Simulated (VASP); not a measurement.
Si2W: relaxation of cell and atoms with PBE

The system is Si2W.

```
Si W
1.0
    -1.61482    1.61482    3.93302
     1.61482   -1.61482    3.93302
     1.61482    1.61482   -3.93302
Si W
2 1
Direct
  0.33457 0.33457 0.00000
  0.66543 0.66543 0.00000
  0.00000 0.00000 0.00000
```

```json
{"Program": "VASP 6.6.1", "Task": "relaxation of cell and atoms", "Functional": "PBE", "Potentials or basis": "VASP PAW PBE potentials, release 64 (Si, W_sv)", "Cutoff": "520 eV", "k mesh": "15 × 15 × 15", "Occupations": "gaussian, width 0.1 eV", "Spin": "no spin polarisation", "Further INCAR settings": "ALGO = Normal; EDIFF = 1e-07; IBRION = 2; POTIM = 0.3; EDIFFG = -0.005; NSW = 60; ISIF = 3"}
```

The relaxed volume is 13.68 Å³/atom and the relaxed cell is a = 4.549 Å, b = 4.549 Å, c = 4.549 Å, α = 138.41°, β = 138.41°, γ = 60.28°. The space group after relaxing (to 0.05 Å) is I4/mmm (No. 139), the energy gained by relaxing is 0.0 meV/atom and the ionic steps are 2. The pressure after relaxing is 0.0 GPa. The band gap on the k mesh is none (metal or under the smearing width).

Final structure:
```
CELL_PARAMETERS angstrom
-1.61500 1.61500 3.93378
1.61500 -1.61500 3.93378
1.61500 1.61500 -3.93378
ATOMIC_POSITIONS crystal
Si 0.33456 0.33456 0.00000
Si 0.66544 0.66544 0.00000
W 0.00000 0.00000 0.00000
```

Levels at points of the mesh, in eV from the Fermi level:
| k point | band 7 | band 8 | band 9 | band 10 | band 11 | band 12 | band 13 | band 14 | band 15 |
| --- | --- | --- | --- | --- | --- | --- | --- | --- | --- |
| (0.00, 0.00, 0.00) | -3.75 | -3.24 | -2.80 | -2.80 | 0.61 | 2.65 | 2.99 | 3.03 | 3.03 |

Run time: 3 min on 1 thread of AMD EPYC 9R45 96-Core Processor (Zen 5) (shared host), peak memory 0.31 GiB.

The run has no spin-orbit coupling, so splittings on W are missing.
